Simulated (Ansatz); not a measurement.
**Molecular dynamics of Ba$_{3}$Ti$_{3}$H$_{2}$O$_{9}$**

Input:

```yaml
crystal:
  lattice:
    - [5.655765, 0.0, 0.0]
    - [0.0, 6.953181, 0.0]
    - [0.0, 0.0, 18.06586]
  atoms:
    - { symbol: Ba, position: [0.0, 0.0, 0.055353] }
    - { symbol: Ti, position: [0.5, 0.1536667, 0.1457267] }
    - { symbol: O, position: [0.74515, 0.0124333, 0.190037] }
    - { symbol: O, position: [0.5, 0.0124333, 0.0571063] }
    - { symbol: O, position: [0.25485, 0.0124333, 0.190037] }
    - { symbol: Ba, position: [0.0, 0.3333333, 0.2361004] }
    - { symbol: Ti, position: [0.0, 0.487, 0.055353] }
    - { symbol: O, position: [0.24515, 0.3457667, 0.0996633] }
    - { symbol: O, position: [0.5, 0.3457667, 0.2378537] }
    - { symbol: O, position: [0.75485, 0.3457667, 0.0996633] }
    - { symbol: Ba, position: [0.5, 0.6666667, 0.1457267] }
    - { symbol: Ti, position: [0.0, 0.8203333, 0.2361004] }
    - { symbol: O, position: [0.24515, 0.6791, 0.2804107] }
    - { symbol: O, position: [0.0, 0.6791, 0.14748] }
    - { symbol: O, position: [0.75485, 0.6791, 0.2804107] }
    - { symbol: H, position: [0.7433072, 0.6782976, 0.467592] }
    - { symbol: H, position: [0.6110418, 0.646526, 0.467592] }
basis:
  ecutwfc: 420.0
kpoints:
  mp_grid: { grid: [2, 1, 1] }
hamiltonian:
  xc: pbesol
  pseudopotentials: { kind: paw, azcp: { folder: soft_1 } }
scf:
  occupations: { method: fermi_dirac, width: 0.02 }
  lower_state_search: "off"
md:
  timestep: 0.5
  n_steps: 220
  ensemble: nve
  initial_velocities: zero
  seed: 286281
  initial_site_velocities:
    - { site: 15, velocity: [0.0, 0.0, -0.437538] }
    - { site: 16, velocity: [0.0, 0.0, -0.437538] }
  constraints: [{ sites: [0, 3, 6] }]
```

Command:

```bash
$ ansatz run input.yaml --threads 1 --pin off --max-ram 3072MiB --backend cpu --events-out ev --progress --plain --runs-dir out
```

It starts from an unrelaxed structure (largest force component 6.58 eV/Å).

Output, in part (step lines):

```
md step     0: t =     0.00 fs  T = 11051.9 K  F+E_penalty+E_count = -30100.51483902 eV  E_kin = 20.000037 eV  conserved = -30080.51480242 eV  (22 SCF iters)
md step     1: t =     0.50 fs  T = 11055.8 K  F+E_penalty+E_count = -30100.52197674 eV  E_kin = 20.007006 eV  conserved = -30080.51497045 eV  (13 SCF iters)
md step     2: t =     1.00 fs  T = 11065.4 K  F+E_penalty+E_count = -30100.53981068 eV  E_kin = 20.024462 eV  conserved = -30080.51534856 eV  (14 SCF iters)
md step     3: t =     1.50 fs  T = 11078.0 K  F+E_penalty+E_count = -30100.56328045 eV  E_kin = 20.047226 eV  conserved = -30080.51605461 eV  (15 SCF iters)
md step     4: t =     2.00 fs  T = 11088.3 K  F+E_penalty+E_count = -30100.58312151 eV  E_kin = 20.065746 eV  conserved = -30080.51737559 eV  (16 SCF iters)
md step     5: t =     2.50 fs  T = 11086.8 K  F+E_penalty+E_count = -30100.58277057 eV  E_kin = 20.063032 eV  conserved = -30080.51973852 eV  (16 SCF iters)
md step     6: t =     3.00 fs  T = 11057.2 K  F+E_penalty+E_count = -30100.53330022 eV  E_kin = 20.009540 eV  conserved = -30080.52376047 eV  (15 SCF iters)
md step     7: t =     3.50 fs  T = 10974.3 K  F+E_penalty+E_count = -30100.38798582 eV  E_kin = 19.859576 eV  conserved = -30080.52841004 eV  (18 SCF iters)
[... lines left out ...]
md step   220: t =   110.00 fs  T =  8450.0 K  F+E_penalty+E_count = -30095.70256948 eV  E_kin = 15.291436 eV  conserved = -30080.41113300 eV  (18 SCF iters)
```

The steps, from the saved trajectory:

| time (fs) | T (K) | potential energy less start (eV) | conserved less start (meV/atom) |
| --- | --- | --- | --- |
| 0 | 11052 | 0.000 | 0.00 |
| 3.5 | 10974 | 0.127 | -0.80 |
| 7 | 7758 | 6.284 | 18.95 |
| 10.5 | 7282 | 6.855 | 1.86 |
| 14 | 11276 | -0.358 | 2.85 |
| 17.5 | 10881 | 0.414 | 6.18 |
| 21 | 9420 | 3.053 | 5.91 |
| 24.5 | 9263 | 3.336 | 5.79 |
| 28 | 9234 | 3.388 | 5.77 |
| 31.5 | 9180 | 3.487 | 5.78 |
| 35 | 9124 | 3.587 | 5.77 |
| 38.5 | 9047 | 3.727 | 5.77 |
| 42 | 8947 | 3.907 | 5.79 |
| 45.5 | 8963 | 3.879 | 5.85 |
| 49 | 9387 | 3.113 | 5.87 |
| 52.5 | 10110 | 1.796 | 5.35 |
| 56 | 9965 | 2.045 | 4.56 |
| 59.5 | 8281 | 5.120 | 6.23 |
| 63 | 9298 | 3.258 | 4.95 |
| 66.5 | 9569 | 2.786 | 5.98 |
| 70 | 10811 | 0.493 | 3.40 |
| 73.5 | 9741 | 2.450 | 4.52 |
| 77 | 10157 | 1.671 | 2.99 |
| 80.5 | 7598 | 6.371 | 7.14 |
| 84 | 9267 | 3.314 | 4.97 |
| 87.5 | 8814 | 4.155 | 6.17 |
| 91 | 9609 | 2.709 | 5.74 |
| 94.5 | 9920 | 2.146 | 5.75 |
| 98 | 9128 | 3.583 | 5.95 |
| 101.5 | 8956 | 3.894 | 5.91 |
| 105 | 9237 | 3.378 | 5.59 |
| 108.5 | 8439 | 4.835 | 6.24 |

The run went to its last step. The conserved energy wandered by up to 23.4 meV per atom (net 6.1 meV per atom), which is poor conservation. A run of 0.11 ps of so small a system gives no equilibrium averages. Limits of this set-up: coarse k mesh, thin slab, slab without dipole correction, no dispersion correction for a molecule that may bind weakly, PAW files made for another functional.

Mean squared displacements from the first frame to the last: Ba 0.12 Å², Ti 0.07 Å², O 0.47 Å², H 905.94 Å².

Last frame:

```xyz
17
Lattice="5.6558 0.0000 0.0000 0.0000 6.9532 0.0000 0.0000 0.0000 18.0659" Properties=species:S:1:pos:R:3
Ba 0.000 0.000 1.000
Ti 2.946 1.182 2.465
O 4.150 0.283 3.315
O 2.828 0.086 1.032
O 1.302 0.105 3.223
Ba 0.051 2.372 4.605
Ti 0.000 3.386 1.000
O 1.109 2.261 0.784
O 1.938 2.515 3.311
O 4.298 2.422 1.431
Ba 2.793 4.640 2.160
Ti 0.003 5.446 3.981
O 1.317 4.904 4.695
O 0.194 4.666 2.247
O 4.159 4.512 4.256
H 21.120 9.132 27.589
H 11.861 -26.863 17.715
```

The run took 34 min on 1 thread of Arm Neoverse V2 (shared host), peak memory 0.89 GiB.
